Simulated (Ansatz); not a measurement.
HfC:

```
Hf C
1.0
     3.34287    0.00000    0.00000
    -1.67143    2.89501    0.00000
     0.00000    0.00000    5.20271
Hf C
2 2
Direct
  0.33333 0.66667 0.25000
  0.66667 0.33333 0.75000
  0.00000 0.00000 0.50000
  0.00000 0.00000 0.00000
```

The cell comes from a database or a generator and needn't be the stable form of this composition.

Base run:

- Program: Ansatz 0.2.0
- Functional: PBEsol
- Potentials or basis: Ansatz PAW
- Cutoff: 420 eV
- Density cutoff: 1680 eV
- k mesh: 9 × 9 × 5
- Occupations: fermi-dirac, width 0.05 eV
- Spin: no spin polarisation
- Hubbard terms: Hf d U = 8 eV

Its results: band gap on the k mesh none (metal or under the smearing width); pressure 5.9 GPa.

Problem. The run is repeated on the same cell with these changes: hubbard terms from Hf d U = 8 eV to Hf d U = 3 eV. What comes out?

Solution. Band gap on the k mesh none (metal or under the smearing width); pressure -3.1 GPa.

Caveats: U without spin polarisation on a metal has little footing; the PAW data sets come from PBE, with cores solved anew for the run's functional, which leaves a small shift of forces and pressure; the U is typed as a test and isn't derived for this compound.

Not every run made on this cell is shown here.
